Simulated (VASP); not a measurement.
MoP, 2 atoms in the cell. It takes space group P-6m2 (No. 187, hexagonal). The conventional cell has a = 3.194 Å, b = 3.194 Å, c = 3.158 Å, α = 90.00°, β = 90.00°, γ = 120.00°. Around Mo (site symmetry -6m2) lie 6 P at 2.43 Å. P (site symmetry -6m2) is surrounded by 6 Mo at 2.43 Å. 

```yaml
Program: VASP 6.6.1
Task: relaxation of cell and atoms
Functional: LDA
Potentials_or_basis: VASP PAW LDA potentials, release 64 (Mo_sv, P)
Cutoff: 600 eV
k_mesh: 15 × 15 × 11
Occupations: methfessel-paxton, width 0.1 eV
Spin: no spin polarisation
Further_INCAR_settings: ALGO = Normal; EDIFF = 1e-07; IBRION = 2; EDIFFG = -0.005; NSW = 90; ISIF = 3
```

Potentials or basis: VASP PAW LDA potentials, release 64 (Mo_sv, P).

Run with:

```bash
$ cat potpaw_LDA.64/Mo_sv/POTCAR potpaw_LDA.64/P/POTCAR > POTCAR
$ mpirun -np 1 vasp_std > vasp.out
```

Hardware: 1 thread of Intel(R) Xeon(R) Platinum 8175M CPU @ 2.50GHz (Skylake/Cascade Lake), with other jobs on the host.

Q: Estimate the wall time of this run.

A: Run time: 2.3 min on 1 thread of Intel(R) Xeon(R) Platinum 8175M CPU @ 2.50GHz (Skylake/Cascade Lake), with other jobs on the host, peak memory 0.2 GiB. Counts: scf iterations 24, k points 162, ion steps 3.
